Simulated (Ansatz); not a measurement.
# SnSe: which structure wins at one pressure

Aim: bring SnSe in several structures (rocksalt, CsCl, zincblende, wurtzite, NiAs) to one pressure and rank them by enthalpy. The pressure is set by scaling the first phase. Methods of the runs shown: LAPW. Companion runs by PAW are cited.

Program: Ansatz 0.2.0. Level of theory: DFT, PBE, all-electron LAPW, scalar-relativistic. These are calculated values, not measurements.

### Step 1. The system as given

The structure is cubic, space group Fm-3m (No. 225). Conventional cell: a = 5.171 Å, b = 5.171 Å, c = 5.171 Å, α = 90.00°, β = 90.00°, γ = 90.00°. Sn (site symmetry m-3m) is surrounded by 6 Se at 2.59 Å. Se (site symmetry m-3m) has 6 Sn at 2.59 Å as nearest neighbours.

Coordinates:

```xyz
2
Lattice="0.0000 2.5857 2.5857 2.5857 0.0000 2.5857 2.5857 2.5857 0.0000" Properties=species:S:1:pos:R:3 pbc="T T T"
Sn    0.0000    0.0000    0.0000
Se    2.5857    2.5857    2.5857
```

Atoms are numbered in the order of the input: Sn1, Se2.

### Step 2. Rocksalt relaxed under pressure, LAPW

Input file input.yaml:

```yaml
crystal:
  lattice:
    - [0.0, 2.5856998186, 2.5856998186]
    - [2.5856998186, 0.0, 2.5856998186]
    - [2.5856998186, 2.5856998186, 0.0]
  atoms:
    - { symbol: Sn, position: [0.0, 0.0, 0.0] }
    - { symbol: Se, position: [0.5, 0.5, 0.5] }
kpoints:
  mp_grid: { grid: [15, 15, 15] }
scf:
  occupations: { method: fermi_dirac, width: 0.05 }
hamiltonian:
  xc: pbe
  pseudopotentials: { kind: all_electron, lapw: { basis_error: 0.0005 } }
output:
  forces: true
  stress: true
  eigenvalues: true
relax:
  f_tol: 0.005
  max_steps: 12
  cell: { p_target: 64.0, stress_tol: 0.032 }
```

Started as:

```sh
ansatz run input.yaml --threads 1 --pin off --max-ram 3584MiB --backend cpu --events-out ev --progress --plain --runs-dir out
```

After this run come: CsCl relaxed under pressure, LAPW; Zincblende relaxed under pressure, LAPW; Wurtzite at the cell that PAW relaxed, LAPW; NiAs at the cell that PAW relaxed, LAPW.

**Question.** What will these runs give? Wanted: pressure; lowest (for each run or level that gives them).

**Answer**, as computed:

| quantity | value |
| --- | --- |
| pressure | 64 GPa |
| lowest (LAPW) | CsCl, 294.6 meV/atom under NiAs |
| lowest (PAW) | CsCl, 294.6 meV/atom under NiAs |

**Reading.** By LAPW the order is CsCl < NiAs < wurtzite < rocksalt < zincblende. By PAW the order is CsCl < NiAs < wurtzite < rocksalt < zincblende. The methods agree on the lowest phase. Only these structures were tried, with electrons smeared by 0.05 eV and without vibrations, so the true ground state may be another. The k meshes differ between phases and weren't tested, which can move differences by some meV.
